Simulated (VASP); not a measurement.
# BaTe (Fm-3m) in VASP: further runs

The runs below take BaTe through single point, relaxation of cell and atoms, with PBE+D3(BJ).

Everything below comes from runs of VASP 6.6.1. Logs are shortened: lines on timing, memory, paths and dates and some standing lists are left out, and cuts for length are marked.

## 1. The structure

The structure is cubic, space group Fm-3m (No. 225). Conventional cell: a = 6.968 Å, b = 6.968 Å, c = 6.968 Å, α = 90.00°, β = 90.00°, γ = 90.00°. Around Ba (site symmetry m-3m) lie 6 Te at 3.48 Å. Te (site symmetry m-3m) has 6 Ba at 3.48 Å as nearest neighbours.

The cell comes from a database or a generator and needn't be the stable form of this composition.

## 2. Single point, PBE+D3(BJ)

INCAR reads:

```
SYSTEM = BaTe
PREC     = Accurate       ! precision mode
ENCUT    = 520            ! plane-wave cutoff, eV
EDIFF    = 1E-7           ! SCF threshold, eV
ISMEAR   = 0              ! smearing method
SIGMA    = 0.02           ! smearing width, eV
LREAL    = .False.        ! projectors in reciprocal space
LASPH    = .True.         ! aspherical terms in the spheres
NELM     = 100            ! most SCF steps
ALGO     = Normal         ! electronic algorithm
ISIF     = 2              ! what is computed and relaxed
LWAVE    = .False.        ! write WAVECAR
LCHARG   = .False.        ! write CHGCAR
GGA      = PE             ! functional
IVDW     = 12             ! dispersion correction
NBANDS   = 15             ! bands
```

KPOINTS reads:

```
regular mesh
0
Gamma
  8 8 8
  0 0 0
```

POSCAR reads:

```
BaTe
1.0
    0.0000000000      3.4837804689      3.4837804689
    3.4837804689      0.0000000000      3.4837804689
    3.4837804689      3.4837804689      0.0000000000
Ba Te
1 1
Direct
    0.0000000000      0.0000000000      0.0000000000
    0.5000000000      0.5000000000      0.5000000000
```

Potentials or basis: VASP PAW PBE potentials, release 64 (Ba_sv, Te).

The run is started by

```console
$ cat potpaw_PBE.64/Ba_sv/POTCAR potpaw_PBE.64/Te/POTCAR > POTCAR
$ mpirun -np 1 vasp_std > vasp.out
```

OUTCAR:

```text
SYSTEM = BaTe
   PREC = Accurate
   ENCUT = 520
   EDIFF = 1E-7
   ISMEAR = 0
   LREAL = .False.
   LASPH = .True.
   NELM = 100
   ISIF = 2
   GGA = PE
   IVDW = 12
 IVDW          = 12

 ion  position               nearest neighbor table
   1  0.000  0.000  0.000-   2 3.48   2 3.48   2 3.48   2 3.48   2 3.48   2 3.48
   2  0.500  0.500  0.500-   1 3.48   1 3.48   1 3.48   1 3.48   1 3.48   1 3.48

  LATTYP: Found a face centered cubic cell.
 ALAT       =     6.9675609378

  Lattice vectors:

 A1 = (   0.0000000000,   3.4837804689,   3.4837804689)
 A2 = (   3.4837804689,   0.0000000000,   3.4837804689)
 A3 = (   3.4837804689,   3.4837804689,   0.0000000000)

Analysis of symmetry for initial positions (statically):
=====================================================================
 Subroutine PRICEL returns:
 Original cell was already a primitive cell.

 Routine SETGRP: Setting up the symmetry group for a
 face centered cubic supercell.

 Subroutine GETGRP returns: Found 48 space group operations
 (whereof 48 operations were pure point group operations)
 out of a pool of 48 trial point group operations.

The static configuration has the point symmetry O_h .

Analysis of symmetry for dynamics (positions and initial velocities):
=====================================================================
 Subroutine PRICEL returns:
 Original cell was already a primitive cell.

 Routine SETGRP: Setting up the symmetry group for a
 face centered cubic supercell.

 Subroutine GETGRP returns: Found 48 space group operations
 (whereof 48 operations were pure point group operations)
 out of a pool of 48 trial point group operations.

The dynamic configuration has the point symmetry O_h .

 Subroutine INISYM returns: Found 48 space group operations
 (whereof 48 operations are pure point group operations),
 and found     1 'primitive' translations

----------------------------------------------------------------------------------------

                                     Primitive cell

  volume of cell :      84.5634

  direct lattice vectors                    reciprocal lattice vectors
     0.000000000  3.483780469  3.483780469    -0.143522247  0.143522247  0.143522247
     3.483780469  0.000000000  3.483780469     0.143522247 -0.143522247  0.143522247
     3.483780469  3.483780469  0.000000000     0.143522247  0.143522247 -0.143522247

  length of vectors
     4.926809587  4.926809587  4.926809587     0.248587823  0.248587823  0.248587823

  position of ions in fractional coordinates (direct lattice)
     0.000000000  0.000000000  0.000000000
     0.500000000  0.500000000  0.500000000

  ion indices of the primitive-cell ions
   primitive index   ion index
                 1           1
                 2           2

----------------------------------------------------------------------------------------

 KPOINTS: regular mesh

Automatic generation of k-mesh.
 Grid dimensions read from file:
 generate k-points for:    8    8    8

 Generating k-lattice:

  Cartesian coordinates                     Fractional coordinates (reciprocal lattice)
    -0.017940281  0.017940281  0.017940281     0.125000000  0.000000000  0.000000000
     0.017940281 -0.017940281  0.017940281     0.000000000  0.125000000  0.000000000
     0.017940281  0.017940281 -0.017940281     0.000000000  0.000000000  0.125000000

  Length of vectors
     0.031073478  0.031073478  0.031073478

  Shift w.r.t. Gamma in fractional coordinates (k-lattice)
     0.000000000  0.000000000  0.000000000

 Subroutine IBZKPT returns following result:
 ===========================================

 Found     29 irreducible k-points:

 Following reciprocal coordinates:
            Coordinates               Weight
  0.000000  0.000000  0.000000      1.000000
  0.125000  0.000000  0.000000      8.000000
  0.250000  0.000000  0.000000      8.000000
  0.375000  0.000000  0.000000      8.000000
  0.500000  0.000000  0.000000      4.000000
  0.125000  0.125000  0.000000      6.000000
[... 16 lines left out ...]
  0.500000  0.250000  0.125000     48.000000
 -0.375000  0.250000  0.125000     24.000000
 [... further k-points ...]
   k-points           NKPTS =     29   k-points in BZ     NKDIM =     29   number of bands    NBANDS=     15
   number of dos      NEDOS =    301   number of ions     NIONS =      2
   total plane-waves  NPLWV =  64000
   dimension x,y,z NGX =    40 NGY =   40 NGZ =   40
   dimension x,y,z NGXF=    80 NGYF=   80 NGZF=   80
   ions per type =               1   1
   NGX,Y,Z   is equivalent  to a cutoff of  13.50, 13.50, 13.50 a.u.
   NGXF,Y,Z  is equivalent  to a cutoff of  26.99, 26.99, 26.99 a.u.
 SYSTEM =  BaTe
   PREC   = accura    normal or accurate (medium, high low for compatibility)
   ISTART =      0    job   : 0-new  1-cont  2-samecut
   ICHARG =      2    charge: 1-file 2-atom 10-const
   ISPIN  =      1    spin polarized calculation?
   LNONCOLLINEAR =      F non collinear calculations
   LSORBIT =      F    spin-orbit coupling
   LASPH  =      T    aspherical Exc in radial PAW
   ENCUT  =  520.0 eV  38.22 Ry    6.18 a.u.   9.16  9.16  9.16*2*pi/ulx,y,z
   NELM   =    100;   NELMIN=  2; NELMDL= -5     # of ELM steps
   EDIFF  = 0.1E-06   stopping-criterion for ELM
   LREAL  =      F    real-space projection
   EDIFFG = 0.1E-05   stopping-criterion for IOM
   NSW    =      0    number of steps for IOM
   IBRION =     -1    ionic relax: 0-MD 1-quasi-New 2-CG
   NFREE  =      0    steps in history (QN), initial steepest desc. (CG)
   ISIF   =      2    stress and relaxation
   ISYM   =      2    0-nonsym 1-usesym 2-fastsym
   POTIM  = 0.5000    time-step for ionic-motion
   TEBEG  =    0.0;   TEEND  =   0.0 temperature during run
   PSTRESS=    0.0 pullay stress
   NELECT =      16.0000    total number of electrons
   NUPDOWN=      -1.0000    fix difference up-down
   EMIN   =  10.00;   EMAX   =-10.00  energy-range for DOS
   EFERMI =   0.00;   METHOD = LEGACY
   ISMEAR =     0;   SIGMA  =   0.02  broadening in eV -4-tet -1-fermi 0-gaus
   EFERMI_NEDOS =   21; number of points for ismear=-14 and -15
   IALGO  =     38    algorithm
   IMIX   =      4    mixing-type and parameters
     AMIX     =   0.40;   BMIX     =  1.00
     AMIX_MAG =   1.60;   BMIX_MAG =  1.00
  volume/ion in A,a.u.               =      42.28       285.33
  Fermi-wavevector in a.u.,A,eV,Ry     =   0.939840  1.776041 12.018022  0.883300
  Thomas-Fermi vector in A             =   2.067192
   LORBIT       =      0    0 simple, 1 ext, 2 COOP (PROOUT), +10 PAW based schemes
   GGA     = PE    functional components
   LHFCALC =     F    Hartree Fock is set to
   AEXX    =    0.0000 exact exchange contribution
   IVDW    =    12    specifies the selected vdW correction
   LEPSILON=     F    determine dielectric tensor
   LRPA    =     F    only Hartree local field effects (RPA)
 non-spin polarized calculation
 Gauss-broadening in eV      SIGMA  =   0.02
  energy-cutoff  :      520.00
  volume of cell :       84.56
 maximum number of plane-waves:      2285
 NGX is ok and might be reduce to    40
   NGX = 19   NGY = 19   NGZ = 19

 number of electron      16.0000000 magnetization

 Free energy of the ion-electron system (eV)
  ---------------------------------------------------
  ext. energy  EPLUGINS =         0.00000000
  ---------------------------------------------------
  free energy    TOTEN  =        -8.60734158 eV

  energy without entropy =       -8.60734158  energy(sigma->0) =       -8.60734158

 E-fermi :   2.4577     XC(G=0):  -8.3021

 val. band max:        2.3656189323   @ k =   0.0000   0.0000   0.0000
 cond. band min:       3.8536841950   @ k =   0.5000   0.5000   0.0000
 fundamental gap:      1.4880652627
 Fermi energy:         2.4577112980

 k-point     1 :       0.0000    0.0000    0.0000
  band No.  band energies     occupation
      1     -24.6176      2.00000
      2      -9.7735      2.00000
      3      -9.7735      2.00000
      4      -9.7735      2.00000
      5      -7.2075      2.00000
      6       2.3656      2.00000
      7       2.3656      2.00000
      8       2.3656      2.00000
      9       5.2832      0.00000
     10       5.2832      0.00000
     11       5.2832      0.00000
     12       5.3310      0.00000
     13       5.9147      0.00000
     14       5.9147      0.00000
     15       9.3535      0.00000

 k-point     2 :       0.1250    0.0000    0.0000
  band No.  band energies     occupation
      1     -24.6155      2.00000
      2      -9.8517      2.00000
      3      -9.7752      2.00000
      4      -9.7752      2.00000
      5      -7.0858      2.00000
      6       1.8420      2.00000
      7       2.1226      2.00000
      8       2.1226      2.00000
      9       5.3068      0.00000
     10       5.4821      0.00000
     11       5.4821      0.00000
     12       6.0090      0.00000
     13       6.3715      0.00000
     14       6.3715      0.00000
     15       9.8534      0.00000

 k-point     3 :       0.2500    0.0000    0.0000
  band No.  band energies     occupation
      1     -24.6105      2.00000
      2     -10.0194      2.00000
      3      -9.7795      2.00000
      4      -9.7795      2.00000
      5      -6.8076      2.00000
      6       0.9764      2.00000
      7       1.6747      2.00000
      8       1.6747      2.00000
      9       5.4856      0.00000
     10       6.0099      0.00000
     11       6.0099      0.00000
     12       7.2636      0.00000
     13       7.4820      0.00000
     14       7.4820      0.00000
     15      10.6934      0.00000

 k-point     4 :       0.3750    0.0000    0.0000
  band No.  band energies     occupation
      1     -24.6054      2.00000
      2     -10.1654      2.00000
      3      -9.7837      2.00000
      4      -9.7837      2.00000
      5      -6.5413      2.00000
      6       0.3267      2.00000
      7       1.3311      2.00000
      8       1.3311      2.00000
      9       5.9769      0.00000
     10       6.7660      0.00000
     11       6.7660      0.00000
     12       7.7403      0.00000
     13       8.7928      0.00000
     14       8.7928      0.00000
     15      10.4713      0.00000
[... 307 lines left out ...]
 k-point    22 :       0.3750    0.2500    0.1250
  band No.  band energies     occupation
      1     -24.6067      2.00000
      2     -10.0313      2.00000
      3      -9.8338      2.00000
      4      -9.7918      2.00000
      5      -6.7617      2.00000
      6       0.7091      2.00000
      7       1.5725      2.00000
      8       1.8494      2.00000
      9       4.9971      0.00000
     10       6.3593      0.00000
     11       6.7378      0.00000
     12       6.9793      0.00000
     13       7.5822      0.00000
     14       9.2497      0.00000
     15      10.5610      0.00000

 k-point    23 :       0.5000    0.2500    0.1250
  band No.  band energies     occupation
      1     -24.6027      2.00000
      2     -10.0961      2.00000
      3      -9.8554      2.00000
      4      -9.8044      2.00000
      5      -6.6502      2.00000
      6       0.5575      2.00000
      7       1.3245      2.00000
      8       1.5566      2.00000
      9       5.4405      0.00000
     10       6.9166      0.00000
     11       7.2473      0.00000
     12       7.4093      0.00000
     13       8.0575      0.00000
     14       9.7011      0.00000
     15       9.9427      0.00000

 k-point    24 :      -0.3750    0.2500    0.1250
  band No.  band energies     occupation
      1     -24.6010      2.00000
      2     -10.1229      2.00000
      3      -9.8581      2.00000
      4      -9.8147      2.00000
      5      -6.6055      2.00000
      6       0.5139      2.00000
      7       1.3138      2.00000
      8       1.3382      2.00000
      9       6.0678      0.00000
     10       6.3435      0.00000
     11       7.6103      0.00000
     12       7.8905      0.00000
     13       8.3882      0.00000
     14       9.2372      0.00000
     15      10.4851      0.00000

 [... further k-points ...]

------------------------ aborting loop because EDIFF is reached ----------------------------------------

 Edisp (eV)   -0.63337

 E8    (eV) :    -0.3266

  FORCE on cell =-STRESS in cart. coord.  units (eV):
  Direction    XX          YY          ZZ          XY          YZ          ZX
  --------------------------------------------------------------------------------------
  -------------------------------------------------------------------------------------
  Total       0.18999     0.18999     0.18999     0.00000    -0.00000    -0.00000
  in kB       3.59966     3.59966     3.59966     0.00000    -0.00000    -0.00000
  external pressure =        3.60 kB  Pullay stress =        0.00 kB

 VOLUME and BASIS-vectors are now :
 -----------------------------------------------------------------------------
  energy-cutoff  :      520.00
  volume of cell :       84.56
      direct lattice vectors                 reciprocal lattice vectors
     0.000000000  3.483780469  3.483780469    -0.143522247  0.143522247  0.143522247
     3.483780469  0.000000000  3.483780469     0.143522247 -0.143522247  0.143522247
     3.483780469  3.483780469  0.000000000     0.143522247  0.143522247 -0.143522247

 POSITION                                       TOTAL-FORCE (eV/Angst)
 -----------------------------------------------------------------------------------
      0.00000      0.00000      0.00000        -0.000000     -0.000000      0.000000
      3.48378      3.48378      3.48378         0.000000      0.000000      0.000000
 -----------------------------------------------------------------------------------
    total drift:                                0.000000     -0.000000     -0.000000

  FREE ENERGIE OF THE ION-ELECTRON SYSTEM (eV)
  ---------------------------------------------------
  free  energy   TOTEN  =        -9.2407109500 eV

  energy  without entropy=       -9.2407109500  energy(sigma->0) =       -9.24071095
```

Wall time 36 s (1 thread of Intel Xeon Platinum 8488C (Sapphire Rapids), shared host); peak memory 0.25 GiB.

What came out:

```yaml
Free_energy: -9.2407 eV
Pressure: 0.4 GPa
Band_gap_on_the_k_mesh: 1.49 eV, indirect (least direct gap 1.87 eV)
Dispersion_energy_per_atom: -0.317 eV
```

Levels at points of the mesh, in eV from the valence-band top:
```tsv
k point	band 4	band 5	band 6	band 7	band 8	band 9	band 10	band 11	band 12	band 13
(0.00, 0.00, 0.00)	-12.14	-9.57	0.00	0.00	0.00	2.92	2.92	2.92	2.97	3.55
(0.50, 0.00, 0.00)	-12.15	-8.80	-2.28	-1.16	-1.16	4.21	4.79	4.92	4.92	6.99
(0.50, 0.50, 0.00)	-12.23	-9.36	-1.14	-0.38	-0.38	1.49	4.45	4.71	5.66	5.79
```

Caveat: spin-orbit coupling is left out, which moves the levels of the heavy elements. A k mesh can miss the band edges.

## 3. Relaxation of cell and atoms, PBE+D3(BJ)

This run uses another cell than the first one, of 44.55 Å³/atom, 1.054 times its volume.

INCAR reads:

```
SYSTEM = BaTe
PREC = Accurate
ENCUT = 600
EDIFF = 1E-6
ISMEAR = 0
SIGMA = 0.02
LREAL = .FALSE.
LASPH = .TRUE.
NELM = 100
ALGO = Normal
ISIF = 3
LWAVE = .FALSE.
LCHARG = .FALSE.
GGA = PE
IVDW = 12
IBRION = 2
NSW = 100
EDIFFG = -0.01
```

KPOINTS reads:

```
Automatic mesh
0
G
  8 8 8
  0 0 0
```

POSCAR reads:

```
BaTe
1.0
    0.0000000000      3.5449197300      3.5449197300
    3.5449197300      0.0000000000      3.5449197300
    3.5449197300      3.5449197300      0.0000000000
Ba Te
1 1
Direct
    0.0000000000      0.0000000000      0.0000000000
    0.5000000000      0.5000000000      0.5000000000
```

Potentials or basis: VASP PAW PBE potentials, release 64 (Ba_sv, Te).

The run is started by

```console
$ cat potpaw_PBE.64/Ba_sv/POTCAR potpaw_PBE.64/Te/POTCAR > POTCAR
$ mpirun -np 1 vasp_std > vasp.out
```

Wall time 55 s (1 thread of Intel Xeon Platinum 8488C (Sapphire Rapids), shared host); peak memory 0.27 GiB.

The run converged. Its results:

```
Free energy                            : -9.2422 eV
Relaxed volume                         : 42.76 Å³/atom
Relaxed cell                           : a = 4.945 Å, b = 4.945 Å, c = 4.945 Å, α = 60.00°, β = 60.00°, γ = 60.00°
Space group after relaxing (to 0.05 Å) : Fm-3m (No. 225)
Energy gained by relaxing              : 6.7 meV/atom
Ionic steps                            : 3
Pressure after relaxing                : 0.0 GPa
Band gap on the k mesh                 : 1.51 eV, indirect (least direct gap 1.90 eV)
Dispersion energy per atom             : -0.313 eV
```

The path:
```tsv
step	energy change (eV)	largest force (eV/Å)	pressure (GPa)	volume (Å³)
1	0.0000	0.0000	-1.16	89.09
2	-0.0132	0.0000	0.20	85.00
3	-0.0135	0.0000	0.00	85.52
```

Final structure:
```yaml
crystal:
  lattice:
    - [0.00000, 3.49689, 3.49689]
    - [3.49689, 0.00000, 3.49689]
    - [3.49689, 3.49689, 0.00000]
  atoms:
    - { symbol: Ba, position: [0.00000, 0.00000, 0.00000] }
    - { symbol: Te, position: [0.50000, 0.50000, 0.50000] }
```

Levels at points of the mesh, in eV from the valence-band top:
```tsv
k point	band 6	band 7	band 8	band 9	band 10	band 11
(0.00, 0.00, 0.00)	0.00	0.00	0.00	2.92	2.93	2.93
(0.50, 0.00, 0.00)	-2.24	-1.13	-1.13	4.20	4.76	4.89
(0.50, 0.50, 0.00)	-1.14	-0.38	-0.38	1.51	4.43	4.66
```

Caveat: spin-orbit coupling is left out, which moves the levels of the heavy elements.

## 4. Single point, PBE+D3(BJ)

This run uses another cell than the first one, of 44.55 Å³/atom, 1.054 times its volume.

INCAR reads:

```
SYSTEM = BaTe
PREC = Accurate ; ENCUT = 520
EDIFF = 1E-7 ; ISMEAR = 0
SIGMA = 0.1 ; LREAL = .FALSE.
LASPH = .TRUE. ; NELM = 100
ALGO = Normal ; ISIF = 2
LWAVE = .FALSE. ; LCHARG = .TRUE.
GGA = PE ; IVDW = 12
LELF = .TRUE. ; LVHAR = .TRUE.
NBANDS = 15
```

KPOINTS reads:

```
Automatic mesh
0
G
  4 4 4
  0 0 0
```

POSCAR is that of step 3.

The run is started by

```console
$ cat potpaw_PBE.64/Ba_sv/POTCAR potpaw_PBE.64/Te/POTCAR > POTCAR
$ mpirun -np 1 vasp_std > vasp.out
```

Wall time 19 s (1 thread of Intel Xeon Platinum 8488C (Sapphire Rapids), shared host); peak memory 0.24 GiB.

It converged, with:

```yaml
Free_energy: -9.2199 eV
Pressure: -1.1 GPa
Band_gap_on_the_k_mesh: 1.59 eV, indirect (least direct gap 1.98 eV)
Dispersion_energy_per_atom: -0.299 eV
```

Levels at points of the mesh, in eV from the valence-band top:
| k point | band 6 | band 7 | band 8 | band 9 | band 10 | band 11 |
| --- | --- | --- | --- | --- | --- | --- |
| (0.00, 0.00, 0.00) | 0.00 | 0.00 | 0.00 | 2.76 | 2.94 | 2.94 |
| (0.50, 0.00, 0.00) | -2.14 | -1.06 | -1.06 | 4.13 | 4.66 | 4.80 |
| (0.50, 0.50, 0.00) | -1.12 | -0.38 | -0.38 | 1.59 | 4.36 | 4.48 |

Caveat: spin-orbit coupling is left out, which moves the levels of the heavy elements. A k mesh can miss the band edges.

## 5. Summary

| task | cell | k mesh | cutoff (eV) | smearing | gap on the mesh (eV) | pressure (GPa) |
| --- | --- | --- | --- | --- | --- | --- |
| single point | Fm-3m, 42.28 Å³/atom | 8 × 8 × 8 | 520 | gaussian 0.02 eV | 1.49 | 0.4 |
| relaxation of cell and atoms | relaxed | 8 × 8 × 8 | 600 | gaussian 0.02 eV | 1.51 | 0.0 |
| single point | Fm-3m, 44.55 Å³/atom | 4 × 4 × 4 | 520 | gaussian 0.1 eV | 1.59 | -1.1 |

Alike in all rows: level PBE+D3(BJ); potentials or basis VASP PAW PBE potentials, release 64 (Ba_sv, Te); no spin polarisation.

Caveats: spin-orbit coupling is left out, which moves the levels of the heavy elements.

Total energies depend on the potentials used, so only differences within one code and one set of settings carry meaning.
